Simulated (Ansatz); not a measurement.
## A strain series on AgI (wurtzite): isotropic on every length

AgI in the wurtzite structure, relaxed with r2SCAN in Ansatz, then strained (isotropic on every length; changes of length per length, axes as in the cell below) with the atoms relaxed again within the symmetry that is left. Space group P6_3mc (No. 186), hexagonal; conventional cell a = 4.651 Å, c = 7.599 Å, 35.59 Å³ an atom. Ag has 4 I at 2.85 Å; I has 4 Ag at 2.85 Å. The values are computed, spin-unpolarised, and not measurements.

```yaml
crystal:
  lattice:
    - [4.65087, 0.00000, 0.00000]
    - [-2.32544, 4.02777, 0.00000]
    - [0.00000, 0.00000, 7.59930]
  atoms:
    - { symbol: Ag, position: [0.33333, 0.66667, 0.00000] }
    - { symbol: Ag, position: [0.66667, 0.33333, 0.50000] }
    - { symbol: I, position: [0.33333, 0.66667, 0.37500] }
    - { symbol: I, position: [0.66667, 0.33333, 0.87500] }
```

Gaps are the least over each mesh (PBE 6×6×4, r2SCAN 6×6×4, HSE06 6×6×2 when unstrained) and the special points, which keep their unstrained names; stress is the change from the unstrained cell, compression positive.

| strain (%) | gap, PBE (eV) | gap, r2SCAN (eV) | gap, HSE06 (eV) | edges, HSE06 | mean stress, r2SCAN (GPa) | energy rise, r2SCAN (meV/atom) |
| --- | --- | --- | --- | --- | --- | --- |
| -5.0 | 1.387 | 1.885 | 2.518 | Γ | +6.69 | 90.0 |
| 0.0 | 1.367 | 1.861 | 2.531 | Γ | 0.00 | 0.0 |
| +3.0 | 1.371 | 1.865 | 2.545 | Γ | -2.03 | 23.1 |

Q: Estimate the row for a strain of +1.0 %.

A:

| strain (%) | gap, PBE (eV) | gap, r2SCAN (eV) | gap, HSE06 (eV) | edges, HSE06 | mean stress, r2SCAN (GPa) | energy rise, r2SCAN (meV/atom) |
| --- | --- | --- | --- | --- | --- | --- |
| +1.0 | 1.367 | 1.861 | 2.536 | Γ | -0.80 | 2.8 |

Between zero and the nearest strains the slope of the HSE06 gap against strain is +0.003 eV per percent for negative and +0.004 for positive strain.

Spin-orbit coupling is left out, which matters wherever the heavy atoms make up the band edges.

The meshes of the hybrids are coarse, so their gaps aren't converged to the digits shown.
